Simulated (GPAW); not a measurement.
## Si2Ni: single point with RPBE

Crystal: Si2Ni.

```
CELL_PARAMETERS angstrom
0.00000 2.70300 2.70300
2.70300 0.00000 2.70300
2.70300 2.70300 0.00000
ATOMIC_POSITIONS crystal
Ni 0.00000 0.00000 0.00000
Si 0.75000 0.75000 0.75000
Si 0.25000 0.25000 0.25000
```

| Item | Value |
| --- | --- |
| Program | GPAW 26.7.0 |
| Task | single point |
| Functional | RPBE |
| Potentials or basis | the program's PAW data sets (release 1.2.1) made for this functional |
| Cutoff | 600 eV |
| Basis | pw |
| k mesh | 9 × 9 × 9 |
| Occupations | gaussian, width 0.02 eV |
| Spin | collinear spin, ferromagnetic start |
| Starting moments | [1.0, 0.0, 0.0] μB |
| Maxiter | 150 |

```
Pressure               : 8.3 GPa
Band gap on the k mesh : none (metal or under the smearing width)
Net moment             : 0.00 μB per cell
```

Levels at points of the mesh, in eV from the Fermi level:
Spin up:
| k point | band 9 | band 10 | band 11 | band 12 | band 13 | band 14 | band 15 | band 16 |
| --- | --- | --- | --- | --- | --- | --- | --- | --- |
| (0.00, 0.00, 0.00) | -3.59 | -0.31 | 1.71 | 1.71 | 1.71 | 2.15 | 2.15 | 2.15 |
Spin down:
```csv
k point,band 10,band 11,band 12,band 13,band 14,band 15
"(0.00, 0.00, 0.00)",-0.31,1.71,1.71,1.71,2.15,2.15
```

Run time: 64 s on 1 thread of Arm Neoverse V1, on a shared host, peak memory 0.2 GiB.

Caveat: the stock nickel data set gives pressures a few GPa off other programs.
